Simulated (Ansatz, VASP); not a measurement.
# Zr in VASP and in Ansatz

```xyz
2
Lattice="3.1276 0.0000 0.0000 -1.5638 2.7085 0.0000 0.0000 0.0000 4.9499" Properties=species:S:1:pos:R:3 pbc="T T T"
Zr    0.0000    1.8057    1.2375
Zr    1.5638    0.9028    3.7124
```

Alike in both runs: task relaxation of cell and atoms; functional PBE; k mesh 6 × 6 × 4; occupations gaussian, width 0.1 eV; no spin polarisation.

```csv
,VASP,Ansatz
version,VASP 6.6.1,Ansatz 0.2.0
potentials or method,"VASP PAW PBE potentials, release 64 (Zr_sv)","scalar-relativistic, plane waves, PAW"
plane-wave cutoff (eV),600,420
valence electrons in the cell,24,24
```

Ansatz gave:

* gap on the k mesh at the Fermi level, each at its own relaxed structure (eV): none
* relaxed volume (Å³/atom): 23.40
* relaxed cell length with the largest relative difference (Å): 5.171
* energy change over the relaxation (meV/atom): -83

**Question.** Which values does VASP return?

**Answer.** gap on the k mesh at the Fermi level, each at its own relaxed structure (eV): none; relaxed volume (Å³/atom): 23.33; relaxed cell length with the largest relative difference (Å): 5.191; energy change over the relaxation (meV/atom): -83.

A gap of «none» marks a metal or a gap that the smearing closes.

Caveats: the k mesh is coarse (spacing up to 0.39 Å⁻¹), so the values aren't converged. PBE usually gives volumes a little too large and moduli too small. Zero-point motion and thermal expansion aren't in these numbers.
